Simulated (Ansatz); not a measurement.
Ansatz input

```yaml
crystal:
  lattice:
    - [2.7205463199, 0.0, 0.0]
    - [0.0, 2.7205463199, 0.0]
    - [0.0, 0.0, 2.7205463199]
  atoms:
    - { symbol: Nb, position: [0.0, 0.0, 0.0] }
hamiltonian:
  xc: hse06
  pseudopotentials:
    kind: paw
    azcp:
      Nb: "pseudopotentials/Nb.paw.azcp"
basis:
  ecutwfc: 420
  fft_grid_basis: typed
kpoints:
  mp_grid: { grid: [6, 6, 6], shift: [0, 0, 0] }
magnetization:
  spin_polarized: false
scf:
  occupations: { method: fermi_dirac, width: 0.1 }
```

and its output:

```
Engine: ansatz 0.2.0, aarch64-unknown-linux-gnu
Pseudopotentials: kind: paw
Pseudopotential: Nb, paw, valence charge 13, recommended cutoff 420 eV (normal) 
Functional definition: HSE06
  parameter a = 0.25
  parameter omega = 0.11/bohr
  exchange = pbe_x - a*pbe_x_sr(omega) + a*exact_x_sr(omega)
  correlation = pbe_c
Crystal: 1 atoms, lattice volume = 20.136 Å³
Basis set: ecut = 420 eV, 389 PW (Γ)
Bands: 11, of which v1, the nominal top of the filled ones, is band 7 counted from 1 (6 counted from 0)
Symmetry: 48 space group operations
Space group: Pm-3m (ITA 221), of the structure as read, at distance tolerance 2.7e-5 Å
k-points: 20 of 216
Non-local potential: Nb, projectors of the file, l = 0: 3, l = 1: 2, l = 2: 2, l = 3: 1
PAW form: soft (Blöchl's): semilocal exchange-correlation on the pseudo side does not see the compensation charge
PAW frozen core: Nb, regenerated for the run's functional, and the local potential with it (the file was generated under x = pbe(κ = 0.804, μ = 0.2195149727645171), c = pbe(β = 0.06672455060314922))
PAW one-centre angular grid: Nb, 590 points (default); XC on 64 Gauss nodes
Initial density: superposition of atomic densities (neutral atoms: chi_scale 0, normalization atom), corrected by the library's trained network
Initial wavefunctions: pseudopotential atomic-orbital guess
Functional: x = pbe(κ = 0.804, μ = 0.2195149727645171), c = pbe(β = 0.06672455060314922), warm-up for x = pbe(κ = 0.804, μ = 0.2195149727645171) + 0.25 (exact − pbe) at short range (hse, ω = 0.20786987370883472 Å⁻¹), c = pbe(β = 0.06672455060314922); HSE06 as pw.x's `hse` composes it (authors' and Libxc's form: `xc: wpbeh`)
SCF iter   1: F=—  HF=-4551.300588 eV  |F-HF|=—  |Δ(HF+E_count)|=         —  Δρ=1.13e-2  dr2=9.10e-3  ethr=1.77e-3  ⟨swp⟩=6.9  Hψ=863  notcnv=0
SCF iter   2: F=—  HF=-4551.300201 eV  |F-HF|=—  |Δ(HF+E_count)|=   3.88e-4  Δρ=6.59e-3  dr2=3.43e-3  ethr=7.00e-5  ⟨swp⟩=2.2  Hψ=371  notcnv=0
iter 3 solved again at ethr=2.03e-7 eV; its pass at ethr=2.64e-5 eV (dr2=2.63e-5 eV) is discarded
SCF iter   3: F=—  HF=-4551.299839 eV  |F-HF|=—  |Δ(HF+E_count)|=   3.62e-4  Δρ=4.93e-4  dr2=3.23e-5  ethr=2.03e-7  ⟨swp⟩=3.3  Hψ=789  notcnv=0
SCF iter   4: F=—  HF=-4551.299836 eV  |F-HF|=—  |Δ(HF+E_count)|=   2.79e-6  Δρ=1.59e-4  dr2=4.91e-6  ethr=2.03e-7  ⟨swp⟩=3.0  Hψ=478  notcnv=0
SCF iter   5: F=—  HF=-4551.299835 eV  |F-HF|=—  |Δ(HF+E_count)|=   1.17e-6  Δρ=6.89e-5  dr2=1.02e-6  ethr=3.78e-8  ⟨swp⟩=2.3  Hψ=366  notcnv=0
SCF iter   6: F=—  HF=-4551.299835 eV  |F-HF|=—  |Δ(HF+E_count)|=   3.07e-7  Δρ=1.31e-5  dr2=3.57e-8  ethr=7.85e-9  ⟨swp⟩=3.0  Hψ=408  notcnv=0
SCF iter   7: F=-4551.299835 eV  HF=-4551.299835 eV  |F-HF|=6.46e-10  |Δ(HF+E_count)|=   9.50e-9  Δρ=2.08e-6  dr2=8.70e-10  ethr=2.74e-10  ⟨swp⟩=3.0  Hψ=441  notcnv=0
SCF 1 converged in 7 iterations: F = -4551.299835 eV  dr2 = 8.70e-10
Initial density: handed on by an earlier stage of this run
Initial wavefunctions: those handed on with the density
Functional: x = pbe(κ = 0.804, μ = 0.2195149727645171) + 0.25 (exact − pbe) at short range (hse, ω = 0.20786987370883472 Å⁻¹), c = pbe(β = 0.06672455060314922); HSE06 as pw.x's `hse` composes it (authors' and Libxc's form: `xc: wpbeh`)
Exchange kernel: α = 0.2500, screened, ω = 0.2079 Å⁻¹, Wigner–Seitz truncation, v(0) = 1036.5294 eV·Å³, q-mesh 6×6×6, nearest image of the exchange supercell L = 16.32 Å, pair-density grid 15×15×15, without the augmentation charges, whose exchange is taken in its separable form by FFT convolution over the k-point mesh (sized by the pseudopotential files, 20×20×20 at the most), smooth part of the exact exchange by density-matrix convolution
Frozen-core exchange: fock
iter 1 solved again at ethr=1.49e-4 eV; its pass at ethr=1.00e-1 eV (dr2=1.93e-2 eV) is discarded
SCF iter   1: F=—  HF=-4553.230626 eV  |F-HF|=—  |Δ(HF+E_count)|=         —  Δρ=9.45e-3  dr2=2.22e-2  ethr=1.49e-4  ⟨swp⟩=3.0  Hψ=925  notcnv=0
SCF iter   2: F=—  HF=-4553.221880 eV  |F-HF|=—  |Δ(HF+E_count)|=   8.75e-3  Δρ=2.73e-3  dr2=1.38e-3  ethr=1.49e-4  ⟨swp⟩=3.0  Hψ=486  notcnv=0
SCF iter   3: F=—  HF=-4553.227905 eV  |F-HF|=—  |Δ(HF+E_count)|=   6.02e-3  Δρ=2.18e-3  dr2=4.50e-4  ethr=3.80e-6  ⟨swp⟩=3.1  Hψ=462  notcnv=0
SCF iter   4: F=—  HF=-4553.227786 eV  |F-HF|=—  |Δ(HF+E_count)|=   1.19e-4  Δρ=8.46e-4  dr2=6.40e-5  ethr=3.16e-6  ⟨swp⟩=2.5  Hψ=373  notcnv=0
SCF iter   5: F=-4553.227911 eV  HF=-4553.227912 eV  |F-HF|=9.17e-7  |Δ(HF+E_count)|=   1.26e-4  Δρ=1.70e-4  dr2=4.44e-6  ethr=3.34e-7  ⟨swp⟩=2.7  Hψ=382  notcnv=0
SCF 2 stopped early in 5 iterations: F = -4553.227911 eV  dr2 = 4.44e-6
hybrid outer 1: dexx = +7.274e-3 eV, tail = 1.48e-5 eV
Exchange kernel: α = 0.2500, screened, ω = 0.2079 Å⁻¹, Wigner–Seitz truncation, v(0) = 1036.5294 eV·Å³, q-mesh 6×6×6, nearest image of the exchange supercell L = 16.32 Å, pair-density grid 15×15×15, without the augmentation charges, whose exchange is taken in its separable form by FFT convolution over the k-point mesh (sized by the pseudopotential files, 20×20×20 at the most), smooth part of the exact exchange by density-matrix convolution
Frozen-core exchange: fock
SCF iter   1: F=—  HF=-4553.227862 eV  |F-HF|=—  |Δ(HF+E_count)|=         —  Δρ=5.19e-5  dr2=2.41e-7  ethr=5.68e-7  ⟨swp⟩=3.9  Hψ=560  notcnv=0
iter 2 solved again at ethr=1.43e-10 eV; its pass at ethr=1.76e-9 eV (dr2=1.86e-8 eV) is discarded
SCF iter   2: F=-4553.227862 eV  HF=-4553.227862 eV  |F-HF|=1.76e-9  |Δ(HF+E_count)|=   1.41e-8  Δρ=2.19e-5  dr2=3.12e-8  ethr=1.43e-10  ⟨swp⟩=2.0  Hψ=871  notcnv=0
SCF 3 converged in 2 iterations: F = -4553.227862 eV  dr2 = 3.12e-8
hybrid outer 2: dexx = +1.250e-7 eV, tail = 7.02e-8 eV, Δε = 1.61e-3 eV (about 1.38e-4 eV left of the loop's levels)
hybrid SCF converged: 2 outer / 7 inner (+7 warm-up), last move |dexx| = 1.25e-7 eV, tail = 7.02e-8 eV
Stability not checked: this state was not tested for a lower state beside it, because the functional holds exact exchange (a hybrid, or Hartree-Fock), whose exchange loop this test does not read (fock_operator; see scf.lower_state_search)
Free energy (F): -4553.227862 eV
Frozen-core exchange: fock
Harris-Foulkes:  -4553.227862 eV  (|F-HF|=1.76e-9)
Internal energy: -4553.190422 eV  (E = F + TS)
E sigma→0 (E₀):  -4553.209142 eV
Entropy (-TS):   -0.037440 eV (-37.440 meV/atom)
Fermi energy:    15.420412 eV
--- Per-component energies (eV) ---
  E_band       = -121.519718
  E_kinetic    = 394.188134
  E_local      = -802.823119  (includes V_loc(G=0)·N_el)
  E_nonlocal   = 120.173891
  E_hartree    = 254.948422
  E_xc         = -140.270878
  E_vxc        = -168.700061  (∫ρ·V_xc dr)
  E_exx        = -36.024520  (= α·E_x^exact, valence–valence)
  E_paw        = -3073.977544  (= ΣΔE_a)
  E_vpaw       = -102.206187  (= ΣTr[D̂ρ^β])
  E_aug_tail   = 0.000008  (compensation charges beyond the density's cutoff)
  E_ewald      = -1268.987244
  E_core_change = -0.417572  (= ΣΔE_core)
  E_smearing   = -0.037440  (= −TS)
  E_closure    = -0.000000  (closes the sum)
  Σ components = -4553.227862   (vs F -4553.227862, Δ=-9.09e-13)
--- Band table (eV; the first three rows and the last of 20) ---
  k-point 0: bands = ["-42.8581", "-16.6562", "-16.6562", "-16.6562", "9.1108", "12.1142", "12.1142", "21.8026", "21.8026"]
  k-point 1: bands = ["-42.8065", "-17.0972", "-16.6209", "-16.6209", "9.9232", "12.3531", "13.1302", "20.6313", "20.6313"]
  k-point 2: bands = ["-42.7017", "-17.9178", "-16.5494", "-16.5494", "11.5429", "12.8783", "15.2969", "18.9065", "18.9065"]
  k-point 19: bands = ["-42.2602", "-17.8080", "-17.8080", "-17.8080", "12.9435", "12.9435", "12.9435", "23.4238", "23.9288"]
  guard bands above this table: 2 of the run's 11 bands. The solve was not asked for them (output.publish_guard_bands: true or output.eigenvalues: true publishes all)
```

Command:

```sh
ansatz run input.yaml --threads 4 --pin off --max-ram 8192MiB --backend cpu --events-out ev --progress --plain --runs-dir out
```

On 4 threads of Arm Neoverse V1 (shared host) this took about 3 s of wall time and 8.1 s of CPU time, with 0.66 GiB at the peak.
